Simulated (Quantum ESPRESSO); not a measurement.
PbSe (Clausthalite):

```xyz
2
Lattice="0.0000 3.0606 3.0606 3.0606 0.0000 3.0606 3.0606 3.0606 0.0000" Properties=species:S:1:pos:R:3 pbc="T T T"
Pb    0.0000    0.0000    0.0000
Se    3.0606    3.0606    3.0606
```

Base run:

- Program: Quantum ESPRESSO 7.5
- Functional: WC
- Potentials or basis: GBRV 1.5 PBE
- Cutoff: 612 eV
- Density cutoff: 4898 eV
- k mesh: 6 × 6 × 6, shifted
- Occupations: fermi-dirac, width 0.05 eV
- Spin: no spin polarisation

Its results: pressure -0.5 GPa; electronic dielectric tensor (diagonal) 22.44.

**Question.** After a change of settings the same cell gave: pressure 2.3 GPa; electronic dielectric tensor (diagonal) 20.90. Which change was it?
A. functional from WC to BLYP
B. functional from WC to PBE
C. functional from WC to AM05
D. functional from WC to PBEsol; potentials or basis from GBRV 1.5 PBE to GBRV 1.5 PBEsol

**Answer.** B.

PBE binds less tightly than WC, so the same cell stands under more pressure.

Caveats: the potentials were made for another functional, which shifts forces and pressure (some runs).
